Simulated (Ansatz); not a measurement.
# Ti₃Al: do energies and stresses tell the same story?

Method: DFT PBE, scalar-relativistic, plane waves, PAW in Ansatz.

Settings: cutoff 420 eV, Γ-centred mesh 6×6×8 on the computed 8-atom cell, Gaussian smearing of 0.10 eV; no spin polarisation.

Relaxed cell: P6_3/mmc, a = 5.755 Å, b = 5.755 Å, c = 4.654 Å, α = 90.00°, β = 90.00°, γ = 120.00°, 8 atoms in the primitive cell. Whether it is the stable form of this composition wasn't checked.

Energies at zero smearing and pressures from the stress tensor, at volumes with shape and atoms relaxed:
| V (Å³/atom) | E − E(first) (meV/atom) | P (GPa) |
| --- | --- | --- |
| 14.686 | 0.00 | 18.56 |
| 15.187 | -48.87 | 12.88 |
| 15.687 | -81.23 | 7.97 |
| 16.188 | -99.30 | 3.72 |
| 16.689 | -104.98 | 0.02 |
| 17.189 | -99.88 | -3.18 |
| 17.690 | -85.43 | -5.96 |
| 18.358 | -53.76 | -9.09 |

Check P = −dE/dV between neighbouring volumes, and get the bulk modulus from the pressures alone.

With 1 eV/Å³ = 160.2 GPa:
```csv
middle V (Å³/atom),−ΔE/ΔV (GPa),mean P (GPa)
14.936,15.639,15.721
15.437,10.355,10.430
15.938,5.782,5.845
16.438,1.818,1.870
16.939,-1.630,-1.577
17.440,-4.624,-4.570
18.024,-7.601,-7.527
```

The two differ by 0.08 GPa at most. The mean of two end pressures misses the average over a step by about ΔV² P″/12, up to 0.07 GPa here; with that taken off 0.02 GPa remains. Around V = 16.689 Å³/atom, the two neighbours give B = −V ΔP/ΔV = 16.689 × 6.89 / 1.001 = 114.9 GPa, against B0 = 114.5 GPa from the Birch–Murnaghan fit of the energies.